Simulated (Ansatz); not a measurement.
# NiO (Pm-3m) in Ansatz: a series of runs

The runs below take NiO through single point, with PBE.

All numbers are computed with Ansatz 0.2.0; they aren't measurements. Logs are shortened: lines on timing, memory, paths and dates and some standing lists are left out, and cuts for length are marked.

## Step 1: The crystal as given

Symmetry: Pm-3m, No. 221, cubic system. The conventional cell has a = 2.505 Å, b = 2.505 Å, c = 2.505 Å, α = 90.00°, β = 90.00°, γ = 90.00°. Ni (site symmetry m-3m) is surrounded by 8 O at 2.17 Å. O (site symmetry m-3m) has 8 Ni at 2.17 Å as nearest neighbours.

Measurements of this composition are mostly on another form, of space group No. 225.

## Step 2: Single point, PBE, collinear spin, ferromagnetic start

File input.yaml:

```yaml
crystal:
  lattice:
    - [2.50461538, 0.0, 0.0]
    - [0.0, 2.50461538, 0.0]
    - [0.0, 0.0, 2.50461538]
  atoms:
    - { symbol: Ni, position: [0.0, 0.0, 0.0], spin: 0.2 }
    - { symbol: O, position: [0.5, 0.5, 0.5] }
hamiltonian:
  xc: pbe
  pseudopotentials: { kind: paw }
magnetization:
  spin_polarized: true
  initial_magnetization: 0.2
  spin_locking: { lock_magnetization: hard }
kpoints:
  mp_grid: { grid: [9, 9, 9] }
scf:
  occupations: { method: fermi_dirac, width: 0.05 }
  lower_state_search: "off"
output:
  forces: true
  stress: true
  eigenvalues: true
  write_density: true
  write_potential: true
  elf: true
  volumetric_format: npy
```

Potentials or basis: Ansatz PAW.

The run is started by

```sh
$ ansatz run input.yaml --threads 2 --pin off --max-ram 5632MiB --backend cpu --events-out ev --progress --plain --runs-dir out
```

The log of the run:

```text
Warning: output.stress: scf.convergence.dr2_threshold = 1e-7 eV (the SCF's general default) is looser than the 2e-10 eV advised for a printed stress (1e-10 eV for each atom of the cell: 2). What an SCF threshold leaves in a stress goes as its square root, and in the free energy as the threshold itself, and one threshold admits the most on a small cell: of the crystals measured, under no hybrid functional and no lock of the moments, on runs that ended without the residual-converged pass, on stresses that held no estimate of that error, the worst erred by over 100 MPa in a component at 1e-7 eV an atom and by under 5 at 1e-10. Set scf.convergence.dr2_threshold to 2e-10 eV or tighter. The threshold is an SCF's pass mark: one that does not reach it within its budget of iterations ends unconverged, or closes short of it on a stop that the run arms, and scf.convergence.dr2_threshold's page says what that costs each kind of run
Warning: RAYON_NUM_THREADS=2 ignored (pool sized by the plan → 2); use --threads N
Engine: ansatz 0.2.0, x86_64-unknown-linux-gnu
Pseudopotentials: kind: paw
Pseudopotential: Ni, paw, valence charge 18, recommended cutoff 420 eV (normal), Ni.paw.azcp
Pseudopotential: O, paw, valence charge 6, recommended cutoff 420 eV (normal), O.paw.azcp
Functional definition: PBE
  parameter kappa = 0.804
  parameter beta = 0.06672455060314922
  exchange = pbe_x(kappa = kappa, mu = beta*pi^2/3)
  correlation = pbe_c(beta = beta)
Crystal: 2 atoms, lattice volume = 15.712 Å³
Basis set: ecut = 420 eV, 305 PW (Γ), exchange–correlation on 36×36×36 points (8 copies of the dense FFT grid, shifted against one another)
Bands: 17, of which v1, the nominal top of the filled ones, is band 12 counted from 1 (11 counted from 0)
Symmetry: 48 space group operations
Space group: Pm-3m (ITA 221), of the structure as read, at distance tolerance 2.5e-5 Å
Magnetic group: BNS 221.92 (UNI 1594), of the structure as read, at distance tolerance 2.5e-5 Å
k-points: 35 of 729
Non-local potential: Ni, projectors of the file, l = 0: 3, l = 1: 2, l = 2: 3, l = 3: 1
Non-local potential: O, projectors of the file, l = 0: 2, l = 1: 2, l = 2: 1
PAW form: soft (Blöchl's): semilocal exchange-correlation on the pseudo side does not see the compensation charge
PAW one-centre angular grid: Ni, 590 points (default); XC on 64 Gauss nodes
PAW one-centre angular grid: O, 110 points (default); XC on 64 Gauss nodes
Initial density: superposition of atomic densities (chi_scale 0.1, normalization cell, long waves kept (reshape's long-wave potential 0.00 eV rms))
Starting moments: Σ|m| = 0.2 μB on 1 of 2 sites
Initial wavefunctions: pseudopotential atomic-orbital guess
Functional: x = pbe(κ = 0.804, μ = 0.2195149727645171), c = pbe(β = 0.06672455060314922)
SCF iter   1: F=—  HF=-6409.432400 eV  |F-HF|=—  |Δ(HF+E_count)|=         —  Δρ=2.86e-1 (↑2.50e-1 ↓2.86e-1)  dr2=3.64e1  dr2_m=4.92e-2  M=0.200 μB ∫|m|=0.200 μB  β_m=0.30  ethr=3.10e-3  ⟨swp⟩=5.4  Hψ=5148  notcnv=0
preconditioner: auto → none  [metal: Δε(μ)=0.014 eV  Ē_g=17.076 eV  σ=0.050 eV  W_gap=0.07  n_scr=6 (ndim 8)  ℏωp=37.5 eV  f_vac=0.000  D(μ)=1.01/eV (n_scr^D=6)  sad-step TF]
SCF iter   2: F=—  HF=-6404.878634 eV  |F-HF|=—  |Δ(HF+E_count)|=    4.55e0  Δρ=5.61e-2 (↑5.19e-2 ↓5.61e-2)  dr2=5.11e-1  dr2_m=1.59e-3  M=0.200 μB ∫|m|=0.201 μB  β_m=0.28  ethr=3.10e-3  ⟨swp⟩=3.0  Hψ=3259  notcnv=0  defer=3
SCF iter   3: F=—  HF=-6404.577056 eV  |F-HF|=—  |Δ(HF+E_count)|=   3.02e-1  Δρ=2.58e-2 (↑2.44e-2 ↓2.58e-2)  dr2=9.98e-2  dr2_m=7.33e-4  M=0.200 μB ∫|m|=0.202 μB  β_m=0.47  ethr=2.13e-3  ⟨swp⟩=2.2  Hψ=2457  notcnv=0
SCF iter   4: F=—  HF=-6404.505501 eV  |F-HF|=—  |Δ(HF+E_count)|=   7.16e-2  Δρ=7.18e-3 (↑5.61e-3 ↓7.18e-3)  dr2=6.99e-3  dr2_m=1.66e-4  M=0.200 μB ∫|m|=0.204 μB  β_m=0.50  ethr=4.16e-4  ⟨swp⟩=2.5  Hψ=2812  notcnv=0
SCF iter   5: F=—  HF=-6404.514373 eV  |F-HF|=—  |Δ(HF+E_count)|=   8.87e-3  Δρ=7.21e-3 (↑5.67e-3 ↓7.21e-3)  dr2=1.77e-2  dr2_m=1.25e-4  M=0.200 μB ∫|m|=0.204 μB  β_m=0.50  ethr=2.91e-5  ⟨swp⟩=2.0  Hψ=1793  notcnv=0
SCF iter   6: F=—  HF=-6404.515125 eV  |F-HF|=—  |Δ(HF+E_count)|=   7.52e-4  Δρ=1.52e-3 (↑1.02e-3 ↓1.52e-3)  dr2=3.72e-4  dr2_m=1.02e-5  M=0.200 μB ∫|m|=0.205 μB  β_m=0.43  ethr=2.91e-5  ⟨swp⟩=2.8  Hψ=1969  notcnv=0
SCF iter   7: F=—  HF=-6404.515053 eV  |F-HF|=—  |Δ(HF+E_count)|=   7.19e-5  Δρ=5.61e-4 (↑3.37e-4 ↓5.61e-4)  dr2=1.59e-5  dr2_m=3.92e-6  M=0.200 μB ∫|m|=0.205 μB  β_m=0.71  ethr=1.55e-6  ⟨swp⟩=2.0  Hψ=1607  notcnv=0
SCF iter   8: F=—  HF=-6404.515061 eV  |F-HF|=—  |Δ(HF+E_count)|=   7.53e-6  Δρ=4.83e-5 (↑3.50e-5 ↓4.83e-5)  dr2=1.16e-7  dr2_m=6.11e-8  M=0.200 μB ∫|m|=0.205 μB  β_m=0.86  ethr=6.63e-8  ⟨swp⟩=2.0  Hψ=1625  notcnv=0
iter 9 did not close the SCF: its close was put off for a magnetic moment that had not settled (scf_convergence_deferred on its scf_iter line)
SCF iter   9: F=-6404.515061 eV  HF=-6404.515061 eV  |F-HF|=4.28e-8  |Δ(HF+E_count)|=   2.11e-8  Δρ=1.88e-5 (↑1.88e-5 ↓1.48e-5)  dr2=5.16e-8  dr2_m=8.14e-9  M=0.200 μB ∫|m|=0.205 μB  β_m=0.93  ethr=4.17e-10  ⟨swp⟩=8.4  Hψ=8098  notcnv=0
iter 10 did not close the SCF: its close was put off for a magnetic moment that had not settled (scf_convergence_deferred on its scf_iter line)
SCF iter  10: F=-6404.515061 eV  HF=-6404.515061 eV  |F-HF|=2.36e-10  |Δ(HF+E_count)|=   5.48e-9  Δρ=1.79e-6 (↑1.38e-6 ↓1.79e-6)  dr2=4.54e-10  dr2_m=2.17e-10  M=0.200 μB ∫|m|=0.205 μB  β_m=0.96  ethr=2.15e-10  ⟨swp⟩=5.0  Hψ=6101  notcnv=0
SCF iter  11: F=-6404.515061 eV  HF=-6404.515061 eV  |F-HF|=2.55e-11  |Δ(HF+E_count)|=  2.12e-10  Δρ=3.90e-7 (↑1.80e-7 ↓3.90e-7)  dr2=3.36e-11  dr2_m=3.28e-12  M=0.200 μB ∫|m|=0.205 μB  ethr=1.89e-12  ⟨swp⟩=4.0  Hψ=5290  notcnv=0
SCF 1 converged in 11 iterations: F = -6404.515061 eV  dr2 = 3.36e-11
SCF converged after 11 iterations
Stability checked in part: among states of this total moment the steps that led to this state did not find it unstable. No probe was made; neither looks for a lower state of another moment (fixed_total_moment; see scf.lower_state_search)
Magnetization: 0.2000 μB (12.1000 up, 11.9000 down)
Absolute magnetization: 0.2055 μB (∫|ρ↑−ρ↓|, with the PAW one-centre terms)
Spin contamination: 0.0002 ħ² per cell (⟨S²⟩ above its minimum at these occupations)
Per-site moments (μB) at R_I (Å): [(0.16350928274368354, 0.8947374751380515), (0.0372974202552649, 0.8947374751380515)]
Free energy (F): -6404.515061 eV
Harris-Foulkes:  -6404.515061 eV  (|F-HF|=2.55e-11)
Internal energy: -6404.493569 eV  (E = F + TS)
E sigma→0 (E₀):  -6404.504315 eV
Entropy (-TS):   -0.021492 eV (-10.746 meV/atom)
Fermi energy:    17.342094 (↑ 17.343265, ↓ 17.340923) eV
--- Per-component energies (eV) ---
  E_band       = -255.807454
  E_kinetic    = 456.910923
  E_local      = -3707.787968  (includes V_loc(G=0)·N_el)
  E_nonlocal   = 694.378544
  E_hartree    = 1537.115814
  E_xc         = -157.534318
  E_vxc        = -202.251525  (∫ρ·V_xc dr)
  E_paw        = -1793.425396  (= ΣΔE_a)
  E_vpaw       = -571.291200  (= ΣTr[D̂ρ^β])
  E_aug_tail   = 0.002512  (compensation charges beyond the density's cutoff)
  E_ewald      = -3434.153680
  E_smearing   = -0.021492  (= −TS)
  E_closure    = -0.000000  (closes the sum)
  Σ components = -6404.515061   (vs F -6404.515061, Δ=0.00e0)
--- Forces (eV/Å), atoms counted from 1 ---
  atom   1  Ni    -0.00000000    -0.00000000     0.00000000
  atom   2  O     -0.00000000    -0.00000000     0.00000000
  max |Σ_I F_I| component: 3.88e-30 eV/Å
--- Stress (GPa, compression-positive) ---
       23.919164      -0.000000       0.000000
       -0.000000      23.919164       0.000000
        0.000000       0.000000      23.919164
  P = ⅓ Tr σ = 23.9192 GPa (239.192 kbar)
--- Band table (eV; the first three rows and the last of 70) ---
  k-point 0 ↑: bands = ["-85.9832", "-46.3521", "-46.3521", "-46.3521", "-4.0354", "13.8702", "13.8702", "14.2857", "14.2857", "14.2857", "16.3928", "16.3928", "16.3928", "19.1153", "33.9529", "33.9529", "39.5039"]
  k-point 1 ↑: bands = ["-85.9820", "-46.3656", "-46.3510", "-46.3510", "-3.8825", "12.7045", "13.9195", "14.0838", "14.0838", "14.7413", "16.4039", "16.6385", "16.6385", "19.8786", "33.3168", "34.0084", "39.2169"]
  k-point 2 ↑: bands = ["-85.9788", "-46.3996", "-46.3481", "-46.3481", "-3.4649", "10.7957", "13.6864", "13.6864", "14.0464", "15.4377", "16.4321", "17.1566", "17.1566", "21.3101", "31.5865", "34.1711", "38.3843"]
  k-point 34 ↓: bands = ["-85.7505", "-46.2429", "-46.2425", "-46.2425", "-0.4474", "9.9109", "9.9109", "10.0551", "17.1342", "17.1342", "17.9485", "18.3275", "18.3275", "24.7300", "25.2049", "25.2049", "34.7864"]
```

Wall time 3.5 s (2 threads of AMD EPYC, shared host); peak memory 0.3 GiB.

What came out:

```
Free energy     : -6404.5151 eV
Pressure        : 23.9 GPa
Net moment      : 0.20 μB per cell
Absolute moment : 0.21 μB per cell
Site moments    : Ni +0.16; O +0.04 μB
```

Caveat: the pressure holds a Pulay correction of +0.8 GPa for the finite cutoff; the total moment is fixed, so each spin has its own Fermi level; the thresholds are loose for stress.

## Step 3: Single point, PBE, collinear spin, ferromagnetic start

File input.yaml:

```yaml
crystal:
  lattice:
    - [2.50461538, 0.0, 0.0]
    - [0.0, 2.50461538, 0.0]
    - [0.0, 0.0, 2.50461538]
  atoms:
    - { symbol: Ni, position: [0.0, 0.0, 0.0], spin: 0.5 }
    - { symbol: O, position: [0.5, 0.5, 0.5] }
hamiltonian:
  xc: pbe
  pseudopotentials: { kind: paw }
magnetization:
  spin_polarized: true
  initial_magnetization: 0.5
  spin_locking: { lock_magnetization: hard }
kpoints:
  mp_grid: { grid: [9, 9, 9] }
scf:
  occupations: { method: fermi_dirac, width: 0.05 }
  lower_state_search: "off"
output:
  forces: true
  stress: true
  eigenvalues: true
```

Potentials or basis: Ansatz PAW.

The run is started by

```sh
$ ansatz run input.yaml --threads 2 --pin off --max-ram 5632MiB --backend cpu --events-out ev --progress --plain --runs-dir out
```

The log of the run:

```text
Warning: output.stress: scf.convergence.dr2_threshold = 1e-7 eV (the SCF's general default) is looser than the 2e-10 eV advised for a printed stress (1e-10 eV for each atom of the cell: 2). What an SCF threshold leaves in a stress goes as its square root, and in the free energy as the threshold itself, and one threshold admits the most on a small cell: of the crystals measured, under no hybrid functional and no lock of the moments, on runs that ended without the residual-converged pass, on stresses that held no estimate of that error, the worst erred by over 100 MPa in a component at 1e-7 eV an atom and by under 5 at 1e-10. Set scf.convergence.dr2_threshold to 2e-10 eV or tighter. The threshold is an SCF's pass mark: one that does not reach it within its budget of iterations ends unconverged, or closes short of it on a stop that the run arms, and scf.convergence.dr2_threshold's page says what that costs each kind of run
Warning: RAYON_NUM_THREADS=2 ignored (pool sized by the plan → 2); use --threads N
[... 9 set-up lines as earlier in the session ...]
Crystal: 2 atoms, lattice volume = 15.712 Å³
Basis set: ecut = 420 eV, 305 PW (Γ), exchange–correlation on 36×36×36 points (8 copies of the dense FFT grid, shifted against one another)
Bands: 17, of which v1, the nominal top of the filled ones, is band 12 counted from 1 (11 counted from 0)
[... 2 set-up lines as earlier in the session ...]
Magnetic group: BNS 221.92 (UNI 1594), of the structure as read, at distance tolerance 2.5e-5 Å
k-points: 35 of 729
[... 1 set-up line as earlier in the session ...]
[... 31 lines left out ...]
Internal energy: -6404.491191 eV  (E = F + TS)
E sigma→0 (E₀):  -6404.503030 eV
Entropy (-TS):   -0.023677 eV (-11.839 meV/atom)
Fermi energy:    17.334070 (↑ 17.333402, ↓ 17.334739) eV
--- Per-component energies (eV) ---
  E_band       = -256.326653
  E_kinetic    = 456.862004
  E_local      = -3706.976245  (includes V_loc(G=0)·N_el)
  E_nonlocal   = 694.160720
  E_hartree    = 1536.399167
  E_xc         = -157.548684
  E_vxc        = -202.270664  (∫ρ·V_xc dr)
  E_paw        = -1793.237001  (= ΣΔE_a)
  E_vpaw       = -570.903386  (= ΣTr[D̂ρ^β])
  E_aug_tail   = 0.002528  (compensation charges beyond the density's cutoff)
  E_ewald      = -3434.153680
  E_smearing   = -0.023677  (= −TS)
  E_closure    = 0.000000  (closes the sum)
  Σ components = -6404.514868   (vs F -6404.514868, Δ=0.00e0)
--- Forces (eV/Å), atoms counted from 1 ---
  atom   1  Ni    -0.00000000    -0.00000000     0.00000000
  atom   2  O      0.00000000     0.00000000     0.00000000
  max |Σ_I F_I| component: 8.55e-31 eV/Å
--- Stress (GPa, compression-positive) ---
       24.548286      -0.000000       0.000000
        0.000000      24.548286       0.000000
        0.000000       0.000000      24.548286
  P = ⅓ Tr σ = 24.5483 GPa (245.483 kbar)
--- Band table (eV; the first three rows and the last of 70) ---
  k-point 0 ↑: bands = ["-86.1796", "-46.5436", "-46.5436", "-46.5436", "-4.0458", "13.7416", "13.7416", "14.2723", "14.2723", "14.2723", "16.2106", "16.2106", "16.2106", "19.0874", "33.9189", "33.9189", "39.4702"]
  k-point 1 ↑: bands = ["-86.1783", "-46.5570", "-46.5425", "-46.5425", "-3.8930", "12.6575", "13.7900", "14.0522", "14.0522", "14.6436", "16.2215", "16.4749", "16.4749", "19.8511", "33.2803", "33.9776", "39.1845"]
  k-point 2 ↑: bands = ["-86.1752", "-46.5907", "-46.5397", "-46.5397", "-3.4757", "10.7690", "13.6325", "13.6325", "13.9146", "15.3138", "16.2493", "17.0166", "17.0166", "21.2828", "31.5478", "34.1498", "38.3554"]
  k-point 34 ↓: bands = ["-85.6543", "-46.1495", "-46.1491", "-46.1491", "-0.3419", "9.9841", "9.9841", "10.1289", "17.2011", "17.2011", "18.0536", "18.4381", "18.4381", "24.7413", "25.2096", "25.2096", "34.8163"]
```

Wall time 2.6 s (2 threads of AMD EPYC, shared host); peak memory 0.29 GiB.

What came out:

- Free energy: -6404.5149 eV
- Pressure: 24.5 GPa
- Net moment: 0.50 μB per cell
- Absolute moment: 0.51 μB per cell
- Site moments: Ni +0.40; O +0.10 μB

Caveat: the pressure holds a Pulay correction of +0.8 GPa for the finite cutoff; the total moment is fixed, so each spin has its own Fermi level; a cell with one magnetic atom can't hold antiferromagnetic order, which such compounds often take; the thresholds are loose for stress.

## Step 4: Single point, PBE, collinear spin, ferromagnetic start

input.yaml: that of step 3 with these lines changed.

```diff
@@ -6,3 +6,3 @@
   atoms:
-    - { symbol: Ni, position: [0.0, 0.0, 0.0], spin: 0.5 }
+    - { symbol: Ni, position: [0.0, 0.0, 0.0], spin: 0.8 }
     - { symbol: O, position: [0.5, 0.5, 0.5] }
@@ -13,3 +13,3 @@
   spin_polarized: true
-  initial_magnetization: 0.5
+  initial_magnetization: 0.8
   spin_locking: { lock_magnetization: hard }
@@ -24 +24,5 @@
   eigenvalues: true
+  write_density: true
+  write_potential: true
+  elf: true
+  volumetric_format: npy
```

The run is started by

```sh
$ ansatz run input.yaml --threads 2 --pin off --max-ram 5632MiB --backend cpu --events-out ev --progress --plain --runs-dir out
```

Wall time 3.3 s (2 threads of AMD EPYC, shared host); peak memory 0.3 GiB.

The run converged. Its results:

```yaml
Free_energy: -6404.5146 eV
Pressure: 25.5 GPa
Net_moment: 0.80 μB per cell
Absolute_moment: 0.82 μB per cell
Site_moments: Ni +0.63; O +0.17 μB
```

Caveat: the pressure holds a Pulay correction of +0.8 GPa for the finite cutoff; the total moment is fixed, so each spin has its own Fermi level; a cell with one magnetic atom can't hold antiferromagnetic order, which such compounds often take; the thresholds are loose for stress.

## Step 5: Single point, PBE, collinear spin, ferromagnetic start

File input.yaml:

```yaml
crystal:
  lattice:
    - [2.50461538, 0.0, 0.0]
    - [0.0, 2.50461538, 0.0]
    - [0.0, 0.0, 2.50461538]
  atoms:
    - { symbol: Ni, position: [0.0, 0.0, 0.0], spin: 1.0 }
    - { symbol: O, position: [0.5, 0.5, 0.5] }
hamiltonian:
  xc: pbe
  pseudopotentials: { kind: paw }
magnetization:
  spin_polarized: true
  initial_magnetization: 1.0
  spin_locking: { lock_magnetization: hard }
kpoints:
  mp_grid: { grid: [9, 9, 9] }
scf:
  occupations: { method: fermi_dirac, width: 0.05 }
  lower_state_search: "off"
output:
  forces: true
  stress: true
  eigenvalues: true
```

The run is started by

```sh
$ ansatz run input.yaml --threads 2 --pin off --max-ram 5632MiB --backend cpu --events-out ev --progress --plain --runs-dir out
```

It took 2.4 s on 2 threads of AMD EPYC, shared host; peak memory 0.29 GiB.

It converged, with:

- Free energy: -6404.5138 eV
- Pressure: 26.3 GPa
- Net moment: 1.00 μB per cell
- Absolute moment: 1.03 μB per cell
- Site moments: Ni +0.78; O +0.23 μB

Caveat: the pressure holds a Pulay correction of +0.8 GPa for the finite cutoff; the total moment is fixed, so each spin has its own Fermi level; a cell with one magnetic atom can't hold antiferromagnetic order, which such compounds often take; the thresholds are loose for stress.

## Step 6: Overview

```csv
fixed moment (μB),pressure (GPa),moment (μB)
0.2,23.9,0.20
0.5,24.5,0.50
0.8,25.5,0.80
1.0,26.3,1.00
```

Alike in all rows: task single point; level PBE; potentials or basis Ansatz PAW; spin collinear, ferromagnetic start; cell as given; k mesh 9 × 9 × 9; cutoff (eV) 420; smearing fermi-dirac 0.05 eV.

Caveats: the total moment is fixed, so each spin has its own Fermi level; the thresholds are loose for stress; a cell with one magnetic atom can't hold antiferromagnetic order, which such compounds often take (some runs).

Total energies depend on the potentials used, so only differences within one code and one set of settings carry meaning.
